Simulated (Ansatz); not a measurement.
The cell is the one relaxed in the Materials Project (mp-22925), not relaxed further here; entries there can be hypothetical.

An input for AgI and the output that it gave: DFT, r2SCAN, PAW with Ansatz's default frozen-core files, scalar-relativistic (Ansatz 0.2.0).

```yaml
crystal:
  lattice:
    - [0.0, 3.2820957782, 3.2820957782]
    - [3.2820957782, 0.0, 3.2820957782]
    - [3.2820957782, 3.2820957782, 0.0]
  atoms:
    - { symbol: Ag, position: [0.0, 0.0, 0.0] }
    - { symbol: I, position: [0.25, 0.25, 0.25] }
kpoints:
  mp_grid: { grid: [6, 6, 6] }
  band_path:
    path:
      - [0.0, 0.0, 0.0]
      - [-0.5, -0.5, 0.0]
      - [-0.375, -0.375, 0.25]
      - [-0.375, 0.0, 0.375]
      - [0.0, 0.0, 0.0]
      - [0.0, 0.0, 0.5]
      - [-0.5, -0.25, 0.25]
      - [-0.5, -0.5, 0.0]
    npoints: 8
scf:
  occupations: { method: fermi_dirac, width: 0.02 }
hamiltonian:
  xc: r2scan
  pseudopotentials: { kind: paw }
output:
  forces: true
  stress: true
  eigenvalues: true
  efg: { contact_densities: true }
  populations: true
  bader: true
  dos: { projected: true, de: 0.2, e_range: [-14, 8] }
```

What the program printed:

```
Ag, I: output.efg is read without spin–orbit coupling, which moves field gradients at and beside such atoms by some per cent and up to a factor of two; PAW files take it under magnetization.noncollinear and magnetization.spin_orbit
Engine: ansatz 0.2.0
Pseudopotentials: kind: paw
Pseudopotential: Ag, paw, valence charge 19, recommended cutoff 500 eV (meta_gga)
Pseudopotential: I, paw, valence charge 17, recommended cutoff 500 eV (meta_gga)
Functional definition: r2SCAN
  parameter k0 = 0.174
  parameter k1 = 0.065
  parameter a1 = 4.9479
  exchange = r2scan_x(k0 = k0, k1 = k1, a1 = a1)
  correlation = r2scan_c
Crystal: 2 atoms, lattice volume = 70.710 Å³
Basis set: ecut = 500 eV, 1807 PW (Γ), exchange–correlation on 144×144×144 points (64 copies of the dense FFT grid, shifted against one another)
Bands: 22, of which v1, the nominal top of the filled ones, is band 18 counted from 1 (17 counted from 0)
Symmetry: 24 space group operations
Space group: F-43m (ITA 216), of the structure as read, at distance tolerance 4.1e-5 Å
k-points: 16 of 216 (time reversal used)
Non-local potential: Ag, projectors of the file, l = 0: 3, l = 1: 2, l = 2: 2, l = 3: 1
Non-local potential: I, projectors of the file, l = 0: 2, l = 1: 2, l = 2: 2, l = 3: 2
PAW form: soft (Blöchl's): semilocal exchange-correlation on the pseudo side does not see the compensation charge
PAW frozen core: Ag, regenerated for the run's functional (the file was generated under x = pbe(κ = 0.804, μ = 0.2195149727645171), c = pbe(β = 0.06672455060314922))
PAW frozen core: I, regenerated for the run's functional (the file was generated under x = pbe(κ = 0.804, μ = 0.2195149727645171), c = pbe(β = 0.06672455060314922))
PAW one-centre angular grid: Ag, 590 points (default); XC on 160 Gauss nodes
PAW one-centre angular grid: I, 590 points (default); XC on 160 Gauss nodes
Initial density: superposition of atomic densities (neutral atoms: chi_scale 0, normalization atom), corrected by the library's trained network
Initial wavefunctions: pseudopotential atomic-orbital guess
Functional: x = r2scan, c = r2scan; τ floored in thin density (d = 2e-4 eV/Å³)
SCF iter   1: F=—  HF=-15132.584301 eV  |F-HF|=—  |Δ(HF+E_count)|=         —  Δρ=6.00e-3  dr2=2.35e-2  dr2_τ=3.38e-3  ethr=1.77e-3  ⟨swp⟩=6.8  Hψ=1767  notcnv=0
preconditioner: auto → none  [insulator: Δε(μ)=1.834 eV  Ē_g=10.111 eV  σ=0.020 eV  W_gap=1.00  n_scr=14 (ndim 8)  ℏωp=18.7 eV  f_vac=0.231  D(μ)=0.00/eV (n_scr^D=0)  ε∞_Penn≈4.4]
SCF iter   2: F=—  HF=-15132.583907 eV  |F-HF|=—  |Δ(HF+E_count)|=   3.94e-4  Δρ=3.64e-3  dr2=5.85e-3  dr2_τ=1.02e-3  ethr=6.52e-5  ⟨swp⟩=4.0  Hψ=890  notcnv=0
SCF iter   3: F=—  HF=-15132.582780 eV  |F-HF|=—  |Δ(HF+E_count)|=   1.13e-3  Δρ=1.56e-3  dr2=6.86e-4  dr2_τ=8.62e-5  ethr=1.62e-5  ⟨swp⟩=2.2  Hψ=546  notcnv=0
SCF iter   4: F=—  HF=-15132.583135 eV  |F-HF|=—  |Δ(HF+E_count)|=   3.55e-4  Δρ=2.40e-4  dr2=3.58e-5  dr2_τ=4.24e-6  ethr=1.91e-6  ⟨swp⟩=2.0  Hψ=540  notcnv=0
SCF iter   5: F=—  HF=-15132.583126 eV  |F-HF|=—  |Δ(HF+E_count)|=   9.18e-6  Δρ=5.83e-5  dr2=1.76e-6  dr2_τ=9.74e-8  ethr=9.94e-8  ⟨swp⟩=2.6  Hψ=577  notcnv=0
SCF iter   6: F=-15132.583127 eV  HF=-15132.583127 eV  |F-HF|=9.85e-9  |Δ(HF+E_count)|=   4.17e-7  Δρ=7.82e-6  dr2=2.97e-8  dr2_τ=6.24e-9  ethr=2.78e-10  ⟨swp⟩=5.3  Hψ=1918  notcnv=0
SCF 1 converged in 6 iterations: F = -15132.583127 eV  dr2 = 2.97e-8
  greatest PAW one-centre occupation: 1.002 electrons in one spin orbital (limit 2), on the Ag atom at site 0 (counted from 0), in its partial waves of l = 1
NSCF: frozen V_eff on 57 k-points
SCF converged after 6 iterations
Free energy (F): -15132.583127 eV
Harris-Foulkes:  -15132.583127 eV  (|F-HF|=9.85e-9)
Internal energy: -15132.583127 eV  (E = F + TS)
E sigma→0 (E₀):  -15132.583127 eV
Fermi energy:    6.977481 eV
--- Per-component energies (eV) ---
  E_band       = -826.803463
  E_kinetic    = 716.790964
  E_local      = -5583.687500  (includes V_loc(G=0)·N_el)
  E_nonlocal   = -6.012207
  E_hartree    = 2639.413279
  E_xc         = -297.333626
  E_vxc        = -399.877924  (∫ρ·V_xc dr)
  E_paw        = -8764.364120  (= ΣΔE_a)
  E_vpaw       = -859.894868  (= ΣTr[D̂ρ^β])
  E_aug_tail   = 0.000028  (compensation charges beyond the density's cutoff)
  E_vtau       = 27.039333  (kinetic-family band-sum trace: ∫τ·v_τ [+ j·A + Jᵃ·Aᵃ] dr)
  E_ewald      = -3836.953687
  E_core_change = -0.436258  (= ΣΔE_core)
  E_smearing   = -0.000000  (= −TS)
  E_closure    = -0.000000  (closes the sum)
  Σ components = -15132.583127   (vs F -15132.583127, Δ=0.00e0)
--- Forces (eV/Å), atoms counted from 1 ---
  atom   1  Ag     0.00000000     0.00000000    -0.00000000
  atom   2  I     -0.00000000     0.00000000     0.00000000
  max |Σ_I F_I| component: 1.39e-17 eV/Å
--- Stress (GPa, compression-positive) ---
        0.171773      -0.000000      -0.000000
       -0.000000       0.171773       0.000000
       -0.000000       0.000000       0.171773
  P = ⅓ Tr σ = 0.1718 GPa (1.718 kbar)
--- PAW observables at the nuclei: V_zz in 10²¹ V/m², potentials from the cell's mean, atoms counted from 1 ---
  atom   1  Ag V_zz =    +0.000000   η = 0.0000   by run symmetry: forbidden
            electrostatic potential = -7473.404105 V   contact ρ = 947735.887250 e/Å³
  atom   2  I  V_zz =    -0.000000   η = 0.0000   by run symmetry: forbidden
            electrostatic potential = -8886.771473 V   contact ρ = 1602949.657942 e/Å³
--- Band table (eV; the first three rows and the last of 16) ---
  k-point 0: bands = ["-86.7936", "-49.4574", "-49.4574", "-49.4574", "-39.5368", "-39.5368", "-39.5368", "-39.5320", "-39.5320", "-6.9429", "1.9154", "1.9154", "1.9154", "3.0725", "3.0725", "6.0554", "6.0554", "6.0554", "7.8776", "12.4057", "12.4057", "12.4057"]
  k-point 1: bands = ["-86.7936", "-49.4574", "-49.4574", "-49.4574", "-39.5369", "-39.5368", "-39.5368", "-39.5320", "-39.5320", "-6.8761", "1.8936", "1.9613", "1.9613", "3.0683", "3.0683", "5.1096", "5.8795", "5.8795", "8.7159", "12.0541", "12.6763", "12.6763"]
  k-point 2: bands = ["-86.7936", "-49.4575", "-49.4574", "-49.4574", "-39.5370", "-39.5368", "-39.5368", "-39.5320", "-39.5320", "-6.7370", "1.9361", "2.0495", "2.0495", "3.0805", "3.0805", "3.8360", "5.5394", "5.5394", "9.2884", "12.7042", "12.8717", "12.8717"]
  k-point 15: bands = ["-86.7936", "-49.4575", "-49.4575", "-49.4575", "-39.5371", "-39.5368", "-39.5368", "-39.5320", "-39.5319", "-6.5723", "1.8805", "2.3335", "2.4174", "3.0667", "3.3098", "3.3456", "4.1069", "4.4554", "10.9466", "10.9786", "13.8841", "13.9269"]
--- Löwdin populations: 2 sites ---
  site symbol       q [e]
     0     Ag     18.5029
     1      I     17.3827
  spilling = 0.003178 (of n_electrons = 36.000000)
--- Bader charges: 2 sites ---
  site symbol  charge [e]  shift [e]
     0     Ag      0.3461     0.0008
     1      I     -0.3461     0.0008
  estimated error of the sums over rays = 2.3e-4 e
```
